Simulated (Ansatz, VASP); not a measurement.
# Cross-check of Ga3P3H8 (GaP wire along [110], 6 atoms a period, H-terminated) between VASP and Ansatz

Aim: how closely do two programs agree when they are given the same cell, functional and k mesh? The structure shown is the start of the Ansatz relaxation below; VASP solves that cell, so the two are compared at the walk's first step.

Calculated with Ansatz 0.2.0; plane waves, with VASP 6.6.1 beside it; single point at PBE.

## 1. The starting structure

The cell holds 14 atoms: 3 P, 8 H and 3 Ga. Cell: a = 12.670 Å, b = 13.276 Å, c = 3.896 Å, α = 90.0°, β = 90.0°, γ = 90.0°. Vacuum lies along a and b. The structure's axis is c.

## 2. Ansatz: relaxation, PBE

Ansatz runs on its PAW soft_1 files.

The two programs are compared at the cell with which this relaxation starts, whose forces are those of its first step.

File input.yaml:

```yaml
crystal:
  lattice:
    - [12.67, 0.0, 0.0]
    - [0.0, 13.276, 0.0]
    - [0.0, 0.0, 3.8961583643]
  atoms:
    - { symbol: P, position: [0.449069726, 0.353273923, 0.0] }
    - { symbol: H, position: [0.514232384, 0.26532649, 0.0] }
    - { symbol: Ga, position: [0.557791115, 0.50001083, 0.0] }
    - { symbol: H, position: [0.268350434, 0.256101235, 0.5] }
    - { symbol: H, position: [0.268350434, 0.45044661, 0.5] }
    - { symbol: H, position: [0.268350434, 0.743920425, 0.5] }
    - { symbol: H, position: [0.268350434, 0.54957505, 0.5] }
    - { symbol: Ga, position: [0.340348337, 0.353273923, 0.5] }
    - { symbol: Ga, position: [0.340348337, 0.646747737, 0.5] }
    - { symbol: P, position: [0.666512504, 0.50001083, 0.5] }
    - { symbol: H, position: [0.731675163, 0.412063398, 0.5] }
    - { symbol: H, position: [0.731675163, 0.587958262, 0.5] }
    - { symbol: P, position: [0.449069726, 0.646747737, 0.0] }
    - { symbol: H, position: [0.514232384, 0.73469517, 0.0] }
kpoints:
  mp_grid: { grid: [1, 1, 21] }
scf:
  occupations: { method: fermi_dirac, width: 0.05 }
hamiltonian:
  xc: pbe
  pseudopotentials: { kind: paw, azcp: { folder: soft_1 } }
relax:
  cell: { fix: [a, b, alpha, beta, gamma] }
  max_steps: 45
  f_tol: 0.03
```

Run with:

```sh
$ ansatz run input.yaml --threads 4 --pin off --max-ram 16384MiB --backend cpu --events-out ev --progress --plain --runs-dir out
```

Numbers of over 12 decimals in the logs are rounded to 6 here.

Output:

```text
Engine: ansatz 0.2.0, x86_64-unknown-linux-gnu
Pseudopotentials: kind: paw
Pseudopotential: P, paw, valence charge 5, recommended cutoff 420 eV (normal), soft_1/P.paw.azcp
Pseudopotential: H, paw, valence charge 1, recommended cutoff 420 eV (normal), soft_1/H.paw.azcp
Pseudopotential: Ga, paw, valence charge 13, recommended cutoff 420 eV (normal), soft_1/Ga.paw.azcp
Functional definition: PBE
  parameter kappa = 0.804
  parameter beta = 0.066725
  exchange = pbe_x(kappa = kappa, mu = beta*pi^2/3)
  correlation = pbe_c(beta = beta)
Crystal: 14 atoms, lattice volume = 655.361 Å³
Basis set: ecut = 420 eV, 12859 PW (Γ), exchange–correlation on 180×180×54 points (8 copies of the dense FFT grid, shifted against one another)
Bands: 45, of which v1, the nominal top of the filled ones, is band 31 counted from 1 (30 counted from 0)
Symmetry: 4 space group operations
Space group: Pmm2 (ITA 25), of the structure as read, at distance tolerance 8.7e-5 Å
k-points: 11 of 21
Non-local potential: P, projectors of the file, l = 0: 2, l = 1: 2, l = 2: 1
Non-local potential: H, projectors of the file, l = 0: 2, l = 1: 1
Non-local potential: Ga, projectors of the file, l = 0: 2, l = 1: 2, l = 2: 3, l = 3: 1
PAW form: soft (Blöchl's): semilocal exchange-correlation on the pseudo side does not see the compensation charge
PAW one-centre angular grid: P, 110 points (default); XC on 64 Gauss nodes
PAW one-centre angular grid: H, 110 points (default); XC on 64 Gauss nodes
PAW one-centre angular grid: Ga, 590 points (default); XC on 64 Gauss nodes
Initial density: superposition of atomic densities (neutral atoms: chi_scale 0, normalization atom)
Initial wavefunctions: pseudopotential atomic-orbital guess
Functional: x = pbe(κ = 0.804, μ = 0.219515), c = pbe(β = 0.066725)
SCF iter   1: F=—  HF=-13745.749834 eV  |F-HF|=—  |Δ(HF+E_count)|=         —  Δρ=3.70e-2  dr2=9.80e0  ethr=3.10e-3  ⟨swp⟩=10.1  Hψ=2749  notcnv=0  defer=7
preconditioner: auto → Resta (q_TF=auto, 1.842 Å⁻¹)  ε∞=1.7  [insulator: Δε(μ)=3.419 eV  Ē_g=14.027 eV  σ=0.050 eV  W_gap=1.00  n_scr=62 (ndim 8)  ℏωp=11.4 eV  f_vac=0.594  D(μ)=0.00/eV (n_scr^D=0)  ε∞_Penn≈1.7  vacuum switching on, ρ_ref=1.4e-2 e/Å³]
SCF iter   2: F=—  HF=-13742.987310 eV  |F-HF|=—  |Δ(HF+E_count)|=    2.76e0  Δρ=1.59e-2  dr2=1.51e0  ethr=3.10e-3  ⟨swp⟩=4.8  Hψ=1223  notcnv=0  defer=78
SCF iter   3: F=—  HF=-13742.643740 eV  |F-HF|=—  |Δ(HF+E_count)|=   3.44e-1  Δρ=4.53e-3  dr2=2.73e-1  ethr=2.43e-3  ⟨swp⟩=3.2  Hψ=982  notcnv=0  defer=84
SCF iter   4: F=—  HF=-13742.571990 eV  |F-HF|=—  |Δ(HF+E_count)|=   7.18e-2  Δρ=1.38e-3  dr2=1.10e-2  ethr=4.40e-4  ⟨swp⟩=3.8  Hψ=914  notcnv=0  defer=84
SCF iter   5: F=—  HF=-13742.572101 eV  |F-HF|=—  |Δ(HF+E_count)|=   1.11e-4  Δρ=4.94e-4  dr2=1.09e-3  ethr=1.78e-5  ⟨swp⟩=2.7  Hψ=1015  notcnv=0  defer=81
SCF iter   6: F=—  HF=-13742.572252 eV  |F-HF|=—  |Δ(HF+E_count)|=   1.51e-4  Δρ=1.65e-4  dr2=1.29e-4  ethr=1.75e-6  ⟨swp⟩=2.0  Hψ=751  notcnv=0  defer=81
SCF iter   7: F=—  HF=-13742.572349 eV  |F-HF|=—  |Δ(HF+E_count)|=   9.76e-5  Δρ=4.21e-5  dr2=1.08e-5  ethr=2.08e-7  ⟨swp⟩=2.0  Hψ=696  notcnv=0  defer=81
SCF iter   8: F=—  HF=-13742.572302 eV  |F-HF|=—  |Δ(HF+E_count)|=   4.73e-5  Δρ=1.48e-5  dr2=1.08e-6  ethr=1.74e-8  ⟨swp⟩=2.0  Hψ=706  notcnv=0  defer=81
SCF iter   9: F=—  HF=-13742.572304 eV  |F-HF|=—  |Δ(HF+E_count)|=   1.42e-6  Δρ=5.13e-6  dr2=3.82e-7  ethr=1.74e-9  ⟨swp⟩=2.0  Hψ=751  notcnv=0  defer=81
SCF iter  10: F=-13742.572304 eV  HF=-13742.572304 eV  |F-HF|=9.58e-9  |Δ(HF+E_count)|=   4.66e-8  Δρ=1.74e-6  dr2=2.03e-8  ethr=1.61e-10  ⟨swp⟩=4.0  Hψ=1991  notcnv=0
SCF 1 converged in 10 iterations: F = -13742.572304 eV  dr2 = 2.03e-8
  greatest PAW one-centre occupation: 0.995 electrons in one spin orbital (limit 2), on the Ga atom at site 2 (counted from 0), in its partial waves of l = 2
relax step   1: F+E_penalty+E_count = -13742.57230359 eV  Δ(F+E_penalty+E_count) = +0.000e0 eV  max|allowed force component| = 9.767e-1 eV/Å  Δτ_max = 0.0000 Å  P = +0.260 GPa  Ω = 655.361 Å³  fix = [a, b, alpha, beta, gamma]  reactions: a -0.138, b +0.469 GPa  (10 SCF iters, dr2 threshold 1.00e-7 eV, accepted)
[...]
relax step   8: F+E_penalty+E_count = -13743.54660426 eV  Δ(F+E_penalty+E_count) = -3.790e-3 eV  max|allowed force component| = 3.782e-2 eV/Å  Δτ_max = 0.0788 Å  P = -0.004 GPa  Ω = 667.426 Å³  energy of the carried Pulay correction = -1.735e-3 eV  fix = [a, b, alpha, beta, gamma]  reactions: a -0.025, b +0.003 GPa  (7 SCF iters, dr2 threshold 1.74e-7 eV, accepted)
[...]
relax step   9: F+E_penalty+E_count = -13743.54789776 eV  Δ(F+E_penalty+E_count) = -1.294e-3 eV  max|allowed force component| = 2.759e-2 eV/Å  Δτ_max = 0.0493 Å  P = -0.017 GPa  Ω = 667.478 Å³  energy of the carried Pulay correction = -1.742e-3 eV  fix = [a, b, alpha, beta, gamma]  reactions: a -0.050, b +0.004 GPa  (6 SCF iters, dr2 threshold 8.94e-8 eV, accepted)
[...]
relax step  10: F+E_penalty+E_count = -13743.54985987 eV  Δ(F+E_penalty+E_count) = -1.962e-3 eV  max|allowed force component| = 2.741e-2 eV/Å  Δτ_max = 0.0000 Å  P = -0.014 GPa  Ω = 667.478 Å³  fix = [a, b, alpha, beta, gamma]  reactions: a -0.049, b +0.005 GPa  stress off target by 9.54e-4 GPa on what of the cell is left free  SCF on the basis re-selected at this cell (its energy is not comparable with the rows above)  (7 SCF iters)
basis re-selected at this cell: Δ(F+E_penalty+E_count) = -1.962e-3 eV, ΔP = +0.002 GPa vs the last step (what re-selecting the basis moved, of the pressure what is left beyond the Pulay correction that the steps carried, after the strain that the cell walked since its last selection, with what the two solves' SCF thresholds leave and, on support functions, any second-order correction that the steps lacked; it is no m [...]
SCF converged after 7 iterations
Free energy (F): -13743.549860 eV
Harris-Foulkes:  -13743.549860 eV  (|F-HF|=1.87e-9)
Internal energy: -13743.549860 eV  (E = F + TS)
E sigma→0 (E₀):  -13743.549860 eV
Fermi energy:    -2.006785 eV
--- Per-component energies (eV) ---
  E_band       = -739.742562
  E_kinetic    = 643.693680
  E_local      = -15834.708681  (includes V_loc(G=0)·N_el)
  E_nonlocal   = -176.762316
  E_hartree    = 8158.144335
  E_xc         = -476.513721
  E_vxc        = -437.879544  (∫ρ·V_xc dr)
  E_paw        = -7653.705075  (= ΣΔE_a)
  E_vpaw       = -1250.366025  (= ΣTr[D̂ρ^β])
  E_aug_tail   = -0.008229  (compensation charges beyond the density's cutoff)
  E_ewald      = 1596.310148
  E_smearing   = -0.000000  (= −TS)
  E_closure    = -0.000000  (closes the sum)
  Σ components = -13743.549860   (vs F -13743.549860, Δ=0.00e0)
--- Forces (eV/Å), atoms counted from 1 ---
  atom   1  P     -0.02741325     0.01130054     0.00000000
  atom   2  H      0.00998483    -0.00767010     0.00000000
  atom   3  Ga    -0.00463396     0.00000000     0.00000000
  atom   4  H      0.00117701     0.01465921     0.00000000
  atom   5  H      0.01851666    -0.01514077     0.00000000
  atom   6  H      0.00117701    -0.01465921     0.00000000
  atom   7  H      0.01851666     0.01514077     0.00000000
  atom   8  Ga    -0.00194335    -0.00751973     0.00000000
  atom   9  Ga    -0.00194335     0.00751973     0.00000000
  atom  10  P      0.00576292    -0.00000000     0.00000000
  atom  11  H     -0.00088535    -0.00242277     0.00000000
  atom  12  H     -0.00088535     0.00242277     0.00000000
  atom  13  P     -0.02741325    -0.01130054     0.00000000
  atom  14  H      0.00998483     0.00767010     0.00000000
  max |Σ_I F_I| component: 2.06e-6 eV/Å
--- Stress (GPa, compression-positive) ---
       -0.049362       0.000000       0.000000
        0.000000       0.005238       0.000000
        0.000000       0.000000       0.000954
  P = ⅓ Tr σ = -0.0144 GPa (-0.144 kbar)
--- Relaxed structure (9 steps of the walk, 9 accepted, 1 SCFs on fresh bases) ---
  F+E_penalty+E_count = -13743.54985987 eV   max|allowed force component| = 2.741e-2 eV/Å   (the final SCF, on the basis selected at the relaxed cell)
  cell:  # Å, volume = 667.4777 Å³
    - [12.67, 0.0, 0.0]
    - [0.0, 13.276, 0.0]
    - [0.0, 0.0, 3.968194]
  atoms:
    - { symbol: P, position: [0.442494, 0.347789, 0.0] }
    - { symbol: H, position: [0.528470, 0.278736, 0.0] }
    - { symbol: Ga, position: [0.534391, 0.500011, 0.0] }
    - { symbol: H, position: [0.323125, 0.195354, 0.5] }
    - { symbol: H, position: [0.246494, 0.391059, 0.5] }
    - { symbol: H, position: [0.323125, 0.804668, 0.5] }
    - { symbol: H, position: [0.246494, 0.608962, 0.5] }
    - { symbol: Ga, position: [0.337779, 0.312231, 0.5] }
    - { symbol: Ga, position: [0.337779, 0.687790, 0.5] }
    - { symbol: P, position: [0.643861, 0.500011, 0.5] }
    - { symbol: H, position: [0.716692, 0.418630, 0.5] }
    - { symbol: H, position: [0.716692, 0.581392, 0.5] }
    - { symbol: P, position: [0.442494, 0.652232, 0.0] }
    - { symbol: H, position: [0.528470, 0.721286, 0.0] }
```

(Part 1 of 2 ends here.)

[Lines on the potential files, build, host, timing and source positions are cut from VASP's logs without a mark.]

[Logs are printed without paths, hosts, clocks, repeated set-up lines and the standing remarks that a program may print on its own settings, such as how far it seeks lower states.]

[Hosts, paths, dates, database ids (printed as entryN), source tags and the programs' standing remarks are cut or masked in the printed files.]
